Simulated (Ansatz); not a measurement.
Reactions of `CCCCC=O`.

Isolated molecules relaxed with PBE0-D4/def2-TZVP in Ansatz; ΔE leaves out vibrations. CBS: MP2 limit from def2 TZ/QZ plus the TZ coupled-cluster correction, frozen cores. This one scheme is used for every species. Triplets are unrestricted, without spin–orbit coupling. Elements past krypton have def2 core potentials. For Te outer-core shells are correlated without core-valence functions, which leaves a few kJ/mol of doubt a bond. Each species was taken in one conformer, which may not be the lowest.

(1) Order these by ΔE at CCSD(T)/CBS, lowest first. (An estimate is asked.)
A. `CCCCC=O` → `CCCC=O` + `[CH2]` (triplet)
B. `CCCCC=O` + CH₃NH₂ → `CNC=O` + `CCCC`
C. `CCCCC=O` + `CCCCC` → `CCCCCCCC=O` + `CC`
D. `CCCCC=O` + `OC(F)[TeH]` → `COC(F)[TeH]` + `CCCC=O`
E. `CCCCC=O` → `CCCC(C)=O`
F. `CCCCC=O` + H₂ → `CCC=O` + `CC`
G. `CCCCC=O` → `CC(C)=C(C)O`

Largest T1 diagnostic: 0.015, for `CNC=O`.

Results:

(1) B (-66.5 kJ/mol), F (-57.5 kJ/mol), E (-28.3 kJ/mol), C (+0.2 kJ/mol), G (+10.5 kJ/mol), D (+46.9 kJ/mol), A (+433.5 kJ/mol).
